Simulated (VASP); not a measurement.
# Mn: equation of state with PBEsol

Crystal: Mn.

```xyz
2
Lattice="2.4510 0.0000 0.0000 -1.2255 2.1226 0.0000 0.0000 0.0000 3.9666" Properties=species:S:1:pos:R:3 pbc="T T T"
Mn    0.0000    1.4151    0.9916
Mn    1.2255    0.7075    2.9749
```

This isn't the form of Mn at room conditions, which is a 58-atom cubic cell.

```
Program             : VASP 6.6.1
Task                : equation of state
Functional          : PBEsol
Potentials or basis : VASP PAW PBE potentials, release 64 (Mn_pv)
Cutoff              : 520 eV
k mesh              : 10 × 10 × 6
Occupations         : fermi-dirac, width 0.05 eV
Spin                : collinear spin, ferromagnetic start
Starting moments    : [4.0, 4.0] μB
```

```yaml
Equilibrium_volume: 10.32 Å³/atom
Bulk_modulus_at_fixed_shape_and_positions: 311 GPa
Pressure_derivative_of_the_bulk_modulus: "4.4 (rough: it moves with the points fitted)"
```

Energy against volume, from the lowest point:
```csv
volume (Å³/atom),energy (meV/atom)
9.905,17.61
10.112,4.34
10.318,0.00
10.525,3.70
10.731,14.59
```

All runs of the series together: 100 s on 1 thread of Intel(R) Xeon(R) 6975P-C (Granite Rapids), on a shared host.

Caveat: the cell was scaled at fixed shape and fractional positions, which overstates the stiffness of a crystal with free parameters, most of all of layers and chains; the PAW data sets were made with another functional, which shifts forces and pressure a little.
